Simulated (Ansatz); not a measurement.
InP

Level of theory: DFT, PBEsol, scalar-relativistic, no spin polarisation; plane waves to 420 eV with PAW datasets (Ansatz 0.2.0), 10×10×10 k-mesh, Gaussian smearing of 0.05 eV; PAW files: Ansatz's generated set soft_2.

```yaml
crystal:
  lattice:
    - [0.00000, 2.72954, 2.72954]
    - [2.72954, 0.00000, 2.72954]
    - [2.72954, 2.72954, 0.00000]
  atoms:
    - { symbol: In, position: [0.00000, 0.00000, 0.00000] }
    - { symbol: P, position: [0.50000, 0.50000, 0.50000] }
```

The chain of runs began from a cell as deposited in COD, expanded in volume.

The cell is relaxed to zero pressure at this level.

The cell has space group Fm-3m (read at 0.01 Å). In it the stress is -0.01, -0.01, -0.01, 0.00, 0.00, 0.00 GPa and the largest force component 0.000 eV/Å. Each change below starts from this cell, without further relaxation. Stress is in GPa, positive in compression, in the order xx, yy, zz, yz, xz, xy; energies are counted from the cell above and are free energies with the smearing's entropy, which match forces and stress in a metal.

Task: What happens when atom 1 (In) is moved by 0.02 Å along z?

Result: The energy changes by 0.6 meV per cell, and the force on it along the shift is -0.057 eV/Å (−F/u = 2.85 eV/Å²). Stress: -0.02, -0.02, 0.04, 0.00, 0.00, 0.00.
| atom | Fx (eV/Å) | Fy | Fz |
| --- | --- | --- | --- |
| In1 | 0.000 | 0.000 | -0.057 |
| P2 | 0.000 | 0.000 | 0.057 |

Task: A single strain component, atoms carried along, gave the stress -0.80, -2.98, -0.80, 0.00, 0.00, 0.00. Which component, and about how large?

Result: An engineering strain of 2 % in yy; the energy changes by 7.7 meV per cell.
